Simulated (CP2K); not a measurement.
AlN:

```xyz
2
Lattice="3.0886 0.0000 0.0000 1.5443 2.6748 0.0000 1.5443 0.8916 2.5219" Properties=species:S:1:pos:R:3 pbc="T T T"
Al    0.0000    0.0000    0.0000
N     1.5443    0.8916    0.6305
```

Measurements of this composition are mostly on another form, of space group No. 186.

Program: CP2K 2026.2. Alike in all runs: task band structure; potentials or basis POTENTIAL_UZH Al GTH-PBE-q3, N GTH-PBE-q5; TZVP-MOLOPT-PBE-GTH basis; no spin polarisation; cell as given; k mesh 10 × 10 × 10; smearing fermi-dirac 0.05 eV.

Order these runs on this cell by their band gap on the k mesh, lowest first.
A. level AM05
B. level vdW-DF-cx; cutoff of the non-local correlation (Ry) 300
C. level MS2

A (3.15 eV), B (3.31 eV), C (3.77 eV).

Caveats: the basis of atomic orbitals isn't converged, which shifts pressures, moduli and gaps.

Runs at the PBE level aren't shown here.
